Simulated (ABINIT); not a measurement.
In, 5 atoms in the cell. The cell holds a slab with vacuum, 5 atoms: a = 3.339 Å, b = 3.339 Å, c = 25.932 Å, α = 90.00°, β = 90.00°, γ = 120.00°.  The cell isn't the ideal one: cell taken from the last step of an earlier PBE relaxation by this program, which needn't have reached its minimum.

```yaml
Program: ABINIT 10.8.3 (patched build)
Task: work function
Functional: PBE
Potentials_or_basis: JTH PAW PBE v2.0
Cutoff: 599 eV
k_mesh: 9 × 9 × 1
Occupations: fermi-dirac, width 0.05 eV
Spin: no spin polarisation
Most_SCF_steps: 120
Fine-grid_cutoff: 1197.3 eV
```

Potentials or basis: JTH PAW PBE v2.0.

The run is started by

```console
$ mpirun --bind-to none -np 4 abinit run.abi > log 2>&1
```

Hardware: 4 MPI ranks on Arm Neoverse V2, on a shared host.

**Question.** How long does it take, and how much memory?

**Answer.** Run time: 2.3 min on 4 MPI ranks on Arm Neoverse V2 (shared host), peak memory 1 GiB a rank. Counts: scf iterations 35, mpi ranks 4, k points 12, bands 39, plane waves 8383.
